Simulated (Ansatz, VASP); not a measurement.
# Two plane-wave programs on AlN

File INCAR:

```
PREC = Accurate ; ENCUT = 520
EDIFF = 1E-6 ; ISMEAR = -1
SIGMA = 0.1034 ; LREAL = Auto
LASPH = True ; NELM = 100
ALGO = Normal ; ISIF = 2
LWAVE = False ; LCHARG = False
GGA = PE ; NBANDS = 46
```

The input KPOINTS:

```
Automatic mesh
0
Gamma
  6 6 4
```

POSCAR

```
AlN
1.0
    1.6778506052      2.9061224957     -4.2426688325
    1.6778506052      2.9061224957      4.2426688325
    5.0335518155     -2.9061224957      0.0000000000
Al N
8 8
Direct
    0.9229933262      0.6294835940      0.8127184441
    0.1617253078      0.9047940070      0.3199399791
    0.4168361034      0.1402012575      0.8310928562
    0.6554850179      0.3802521195      0.3165685081
    0.1326507658      0.4126765310      0.1523173047
    0.4331252880      0.6023131418      0.6567127376
    0.6644831221      0.8646796326      0.1562247893
    0.9270582189      0.1459614296      0.6616714688
    0.1633316682      0.4074782618      0.8270816696
    0.4113228959      0.6154687316      0.3393420244
    0.6368380099      0.8588380561      0.8446592925
    0.9066610034      0.1482296855      0.3104538278
    0.8989730973      0.6450499357      0.1618459878
    0.1608900373      0.9058506631      0.6554097818
    0.4248125826      0.1185889688      0.1680758012
    0.6909663100      0.3613256733      0.6916181385
```

Input for Ansatz:

```yaml
crystal:
  lattice:
    - [1.6778506052, 2.9061224957, -4.2426688325]
    - [1.6778506052, 2.9061224957, 4.2426688325]
    - [5.0335518155, -2.9061224957, 0.0]
  atoms:
    - { symbol: Al, position: [0.9229933262, 0.629483594, 0.8127184441] }
    - { symbol: Al, position: [0.1617253078, 0.904794007, 0.3199399791] }
    - { symbol: Al, position: [0.4168361034, 0.1402012575, 0.8310928562] }
    - { symbol: Al, position: [0.6554850179, 0.3802521195, 0.3165685081] }
    - { symbol: Al, position: [0.1326507658, 0.412676531, 0.1523173047] }
    - { symbol: Al, position: [0.433125288, 0.6023131418, 0.6567127376] }
    - { symbol: Al, position: [0.6644831221, 0.8646796326, 0.1562247893] }
    - { symbol: Al, position: [0.9270582189, 0.1459614296, 0.6616714688] }
    - { symbol: "N", position: [0.1633316682, 0.4074782618, 0.8270816696] }
    - { symbol: "N", position: [0.4113228959, 0.6154687316, 0.3393420244] }
    - { symbol: "N", position: [0.6368380099, 0.8588380561, 0.8446592925] }
    - { symbol: "N", position: [0.9066610034, 0.1482296855, 0.3104538278] }
    - { symbol: "N", position: [0.8989730973, 0.6450499357, 0.1618459878] }
    - { symbol: "N", position: [0.1608900373, 0.9058506631, 0.6554097818] }
    - { symbol: "N", position: [0.4248125826, 0.1185889688, 0.1680758012] }
    - { symbol: "N", position: [0.69096631, 0.3613256733, 0.6916181385] }
basis:
  ecutwfc: 420
kpoints:
  mp_grid: { grid: [6, 6, 4] }
hamiltonian:
  xc: pbe
scf:
  occupations: { method: fermi_dirac, width: 0.1034 }
output:
  forces: true
  stress: true
  eigenvalues: true
  populations: true
  write_density: true
  write_potential: true
  elf: true
  volumetric_format: npy
```

Alike in both runs: task single point; functional PBE; k mesh 6 × 6 × 4; occupations fermi-dirac, width 0.1034 eV; no spin polarisation.

```csv
,VASP,Ansatz
version,VASP 6.6.1,Ansatz 0.2.0
potentials or method,"VASP PAW PBE potentials, release 64 (Al, N)","scalar-relativistic, plane waves, PAW"
plane-wave cutoff (eV),520,420
valence electrons in the cell,64,64
```

VASP gave:

* gap on the k mesh at the Fermi level (eV): 2.68
* least direct gap on the mesh (eV): 2.68
* pressure (GPa): -3.0
* largest component of the traceless stress (GPa): 2.15
* rms of the force components (eV/Å): 1.061

Which values does Ansatz return?

gap on the k mesh at the Fermi level (eV): 2.68; least direct gap on the mesh (eV): 2.68; pressure (GPa): -2.8; largest component of the traceless stress (GPa): 2.05; rms of the force components (eV/Å): 1.061.

Atom by atom the forces differ by 0.004 eV/Å (rms over components).

Caveats: forces of over 1 eV/Å show positions far from the minimum, so gaps and moduli don't describe the material at rest. As with any semilocal functional, this PBE gap is likely too small. A k mesh can miss the band edges.
